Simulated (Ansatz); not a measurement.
The system is TiSi.

```
CELL_PARAMETERS angstrom
1.81618 -2.11762 0.00000
1.81618 2.11762 0.00000
0.00000 0.00000 3.80393
ATOMIC_POSITIONS crystal
Ti 0.50000 0.50000 0.00000
Si 0.00000 0.00000 0.50000
```

The cell comes from a database or a generator and needn't be the stable form of this composition.

Base run:

| Quantity | Value |
| --- | --- |
| Program | Ansatz 0.2.0 |
| Functional | PBEsol |
| Potentials or basis | Ansatz PAW |
| Cutoff | 420 eV (not typed: the program's choice for these potentials) |
| k mesh | 10 × 10 × 7 |
| Occupations | fermi-dirac, width 0.05 eV |
| Spin | no spin polarisation |
| Hubbard terms | Ti d U = 1 eV |

Its results: band gap on the k mesh none (metal or under the smearing width); pressure -3.0 GPa.

**Question.** After a change of settings the same cell gave: band gap on the k mesh none (metal or under the smearing width); pressure -1.6 GPa. Which change was it?
A. hubbard terms from Ti d U = 1 eV to none; hubbard projectors from ortho-atomic (the default) to none
B. hubbard terms from Ti d U = 1 eV to Ti d U = 2 eV
C. hubbard terms from Ti d U = 1 eV to Ti d U = 8 eV

**Answer.** B.

Caveats: U without spin polarisation on a metal has little footing; the PAW data sets come from PBE, with cores solved anew for the run's functional, which leaves a small shift of forces and pressure; the U is typed as a test and isn't derived for this compound.
